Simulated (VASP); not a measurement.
# CoSi (Pm-3m) in VASP: a series of runs, part 2 of 2

VASP 6.6.1. Earlier steps stand in the parts before.

## (4) Single point, PBEsol, collinear spin, ferromagnetic start

INCAR

```
ADDGRID = False
ALGO = Normal
EDIFF = 1E-7
ENCUT = 450
GGA = PS
ISIF = 2
ISMEAR = 1
ISPIN = 2
LASPH = True
LCHARG = False
LMAXMIX = 4
LORBIT = 11
LREAL = False
LWAVE = False
MAGMOM = 2 0
NELM = 100
PREC = Accurate
SIGMA = 0.05
```

KPOINTS

```
k-points
0
Gamma
  15 15 15
```

POSCAR

```
CoSi
1.0
    2.7813340000      0.0000000000      0.0000000000
    0.0000000000      2.7813340000      0.0000000000
    0.0000000000      0.0000000000      2.7813340000
Co Si
1 1
Direct
    0.0000000000      0.0000000000      0.0000000000
    0.5000000000      0.5000000000      0.5000000000
```

Potentials or basis: VASP PAW PBE potentials, release 64 (Co, Si).

Started as:

```console
cat potpaw_PBE.64/Co/POTCAR potpaw_PBE.64/Si/POTCAR > POTCAR
mpirun -np 1 vasp_std > vasp.out
```

OUTCAR:

```text
EDIFF = 1E-7
   ENCUT = 450
   GGA = PS
   ISIF = 2
   ISMEAR = 1
   ISPIN = 2
   LASPH = True
   LORBIT = 11
   LREAL = False
   NELM = 100
   PREC = Accurate

 Found    120 irreducible k-points:

 Following reciprocal coordinates:
            Coordinates               Weight
  0.000000  0.000000  0.000000      1.000000
  0.066667  0.000000  0.000000      6.000000
  0.133333  0.000000  0.000000      6.000000
  0.200000  0.000000  0.000000      6.000000
  0.266667  0.000000  0.000000      6.000000
  0.333333  0.000000  0.000000      6.000000
   k-points           NKPTS =    120   k-points in BZ     NKDIM =    120   number of bands    NBANDS=     11
   number of dos      NEDOS =    301   number of ions     NIONS =      2
   total plane-waves  NPLWV =   8000
   dimension x,y,z NGX =    20 NGY =   20 NGZ =   20
   dimension x,y,z NGXF=    40 NGYF=   40 NGZF=   40
   ions per type =               1   1
   NGX,Y,Z   is equivalent  to a cutoff of  11.95, 11.95, 11.95 a.u.
   NGXF,Y,Z  is equivalent  to a cutoff of  23.91, 23.91, 23.91 a.u.
 SYSTEM =  unknown system
   PREC   = accura    normal or accurate (medium, high low for compatibility)
   ISTART =      0    job   : 0-new  1-cont  2-samecut
   ICHARG =      2    charge: 1-file 2-atom 10-const
   ISPIN  =      2    spin polarized calculation?
   LNONCOLLINEAR =      F non collinear calculations
   LSORBIT =      F    spin-orbit coupling
   LASPH  =      T    aspherical Exc in radial PAW
   ENCUT  =  450.0 eV  33.07 Ry    5.75 a.u.   4.81  4.81  4.81*2*pi/ulx,y,z
   NELM   =    100;   NELMIN=  2; NELMDL= -5     # of ELM steps
   EDIFF  = 0.1E-06   stopping-criterion for ELM
   LREAL  =      F    real-space projection
   EDIFFG = 0.1E-05   stopping-criterion for IOM
   NSW    =      0    number of steps for IOM
   IBRION =     -1    ionic relax: 0-MD 1-quasi-New 2-CG
   NFREE  =      0    steps in history (QN), initial steepest desc. (CG)
   ISIF   =      2    stress and relaxation
   ISYM   =      2    0-nonsym 1-usesym 2-fastsym
   POTIM  = 0.5000    time-step for ionic-motion
   TEBEG  =    0.0;   TEEND  =   0.0 temperature during run
   PSTRESS=    0.0 pullay stress
   NELECT =      13.0000    total number of electrons
   NUPDOWN=      -1.0000    fix difference up-down
   EMIN   =  10.00;   EMAX   =-10.00  energy-range for DOS
   EFERMI =   0.00;   METHOD = LEGACY
   ISMEAR =     1;   SIGMA  =   0.05  broadening in eV -4-tet -1-fermi 0-gaus
   EFERMI_NEDOS =   21; number of points for ismear=-14 and -15
   IALGO  =     38    algorithm
[... 122 lines left out ...]
     10      19.6364      0.00000
     11      23.6972      0.00000

 [... further k-points ...]

 spin component 2

 k-point     1 :       0.0000    0.0000    0.0000
  band No.  band energies     occupation
      1      -1.5040      1.00000
      2       9.1419      1.00000
      3       9.1419      1.00000
      4      11.5341      1.00000
      5      11.5341      1.00000
      6      11.5341      1.00000
      7      15.7337      0.00000
      8      15.7337      0.00000
      9      15.7337      0.00000
     10      20.4385      0.00000
     11      20.4385      0.00000
[... 57 lines left out ...]
 k-point     6 :       0.3333    0.0000    0.0000
  band No.  band energies     occupation
      1       0.5630      1.00000
      2       6.3146      1.00000
      3       9.7462      1.00000
      4      10.4702      1.00000
      5      10.4702      1.00000
      6      11.6514      1.00000
      7      12.7232      0.81153
      8      18.6697      0.00000
      9      18.6697      0.00000
     10      19.7096      0.00000
     11      23.7821      0.00000

 [... further k-points ...]

------------------------ aborting loop because EDIFF is reached ----------------------------------------

  FORCE on cell =-STRESS in cart. coord.  units (eV):
  Direction    XX          YY          ZZ          XY          YZ          ZX
  --------------------------------------------------------------------------------------
  -------------------------------------------------------------------------------------
  Total       -0.8849821     -0.8849821     -0.8849821      0.0000000      0.0000000     -0.0000000
  in kB      -65.9000314    -65.9000314    -65.9000314      0.0000000      0.0000000     -0.0000000
  external PRESSURE =     -65.9000314 kB  Pullay stress =       0.0000000 kB

 VOLUME and BASIS-vectors are now :
 -----------------------------------------------------------------------------
  energy-cutoff  :      450.00
  volume of cell :       21.52
      direct lattice vectors                 reciprocal lattice vectors
     2.781334000  0.000000000  0.000000000     0.359539703  0.000000000  0.000000000
     0.000000000  2.781334000  0.000000000     0.000000000  0.359539703  0.000000000
     0.000000000  0.000000000  2.781334000     0.000000000  0.000000000  0.359539703

 POSITION                                       TOTAL-FORCE (eV/Angst)
 -----------------------------------------------------------------------------------
      0.00000      0.00000      0.00000         0.000000      0.000000      0.000000
      1.39067      1.39067      1.39067         0.000000      0.000000      0.000000
 -----------------------------------------------------------------------------------
    total drift:                                0.000000      0.000000      0.000000

  FREE ENERGIE OF THE ION-ELECTRON SYSTEM (eV)
  ---------------------------------------------------
  free  energy   TOTEN  =       -14.5337247500 eV

  energy  without entropy=      -14.5333504012  energy(sigma->0) =      -14.53359997

 total charge

# of ion       s       p       d       tot
------------------------------------------
    1        0.440   0.593   7.583   8.617
    2        0.709   0.861   0.000   1.571
--------------------------------------------------
tot          1.150   1.454   7.583  10.187

 magnetization (x)

# of ion       s       p       d       tot
------------------------------------------
    1        0.008   0.002   0.520   0.530
    2        0.002   0.011   0.000   0.013
--------------------------------------------------
tot          0.010   0.013   0.520   0.543
```

Run time: 18 s. Hardware: 1 thread of Intel Xeon 6975P-C (Granite Rapids), shared host; peak memory 0.16 GiB.

The run converged, but some of its settings lie outside the range that counts as converged, so its numbers aren't taken as properties of the crystal.

What came out:

| Quantity | Value |
| --- | --- |
| Free energy | -14.5337 eV |
| Pressure | -6.6 GPa |
| Band gap on the k mesh | none (metal or under the smearing width) |
| Net moment | 0.53 μB per cell |
| Site moments | Co +0.53; Si +0.01 μB |
| Valence electrons inside the program's atomic spheres | Co 8.62; Si 1.57 |

Caveat: the PAW data sets were made with another functional, which shifts forces and pressure a little.
